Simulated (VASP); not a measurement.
Mg, 1 atom in the cell. It takes space group R-3m (No. 166, trigonal). Conventional cell: a = 3.777 Å, b = 3.777 Å, c = 6.897 Å, α = 90.00°, β = 90.00°, γ = 120.00°. Mg (site symmetry -3m) has 6 Mg at 3.17 Å as nearest neighbours. This isn't the form of Mg at room conditions, which is hcp. The cell isn't the ideal one: Hg replaced by Mg, lengths x 1.041, strained and moved within the space group.

```yaml
Program: VASP 6.6.1
Task: single point
Functional: PBEsol
Potentials_or_basis: VASP PAW PBE potentials, release 64 (Mg)
Cutoff: 520 eV
k_mesh: 15 × 15 × 15
Occupations: gaussian, width 0.1 eV
Spin: no spin polarisation
Dipole_correction: no
Further_INCAR_settings: ALGO = Normal; EDIFF = 1e-06; NBANDS = 7
```

Potentials or basis: VASP PAW PBE potentials, release 64 (Mg).

Launch:

```sh
$ cat potpaw_PBE.64/Mg/POTCAR > POTCAR
$ mpirun -np 1 vasp_std > vasp.out
```

Hardware: 1 thread of Intel(R) Xeon(R) Platinum 8559C (Emerald Rapids), with other jobs on the host.

**Question.** How long does it take, and how much memory?

**Answer.** Wall time 18 s on 1 thread of Intel(R) Xeon(R) Platinum 8559C (Emerald Rapids) (shared host), peak memory 0.19 GiB. Counts: scf iterations 9, k points 344.
